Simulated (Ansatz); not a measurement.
**AlNi in Ansatz: the effect of fixed moment**

Crystal: AlNi.

```
Ni Al
1.0
     2.88100    0.00000    0.00000
     0.00000    2.88100    0.00000
     0.00000    0.00000    2.88100
Ni Al
1 1
Direct
  0.50000 0.50000 0.50000
  0.00000 0.00000 0.00000
```

Alike in all runs:

* Program: Ansatz 0.2.0
* Task: single point
* Functional: PBEsol
* Potentials or basis: Ansatz PAW
* Cutoff: 420 eV (not typed: the program's choice for these potentials)
* k mesh: 8 × 8 × 8
* Occupations: fermi-dirac, width 0.05 eV

| fixed moment | spin | starting moments | energy over the lowest run (meV/atom) | pressure (GPa) |
| --- | --- | --- | --- | --- |
| 0 | collinear spin, program default start | - | 0.0 | -3.1 |
| 0.2 | collinear spin, ferromagnetic start | [0.2, 0.0] μB | 4.0 | -3.1 |
| 0.5 | collinear spin, ferromagnetic start | [0.5, 0.0] μB | 56.8 | -2.4 |
| 0.8 | collinear spin, ferromagnetic start | [0.8, 0.0] μB | 157.8 | -0.9 |
| 1 | collinear spin, ferromagnetic start | [1.0, 0.0] μB | 256.0 | 0.5 |
| 1.2 | collinear spin, ferromagnetic start | [1.2, 0.0] μB | 379.6 | 2.6 |
| 1.5 | collinear spin, ferromagnetic start | [1.5, 0.0] μB | 625.1 | 7.1 |
| 2 | collinear spin, ferromagnetic start | [2.0, 0.0] μB | ? | ? |

Question: What does the run with fixed moment 2 give?

Answer: Energy over the lowest run 1137.7 meV/atom; pressure 15.7 GPa.

Worked out: A parabola through the other rows of the energy over the lowest run, of slope 1200 meV/atom per unit of fixed moment there, extrapolates to 1141.4 meV/atom, against the run's 1137.7. A parabola through the other rows of the pressure, of slope 21.3 GPa per unit of fixed moment there, extrapolates to 16.1 GPa, against the run's 15.7.

Caveats: the total moment is fixed, so each spin has its own Fermi level; the PAW data sets come from PBE, with cores solved anew for the run's functional, which leaves a small shift of forces and pressure; the thresholds are loose for stress.
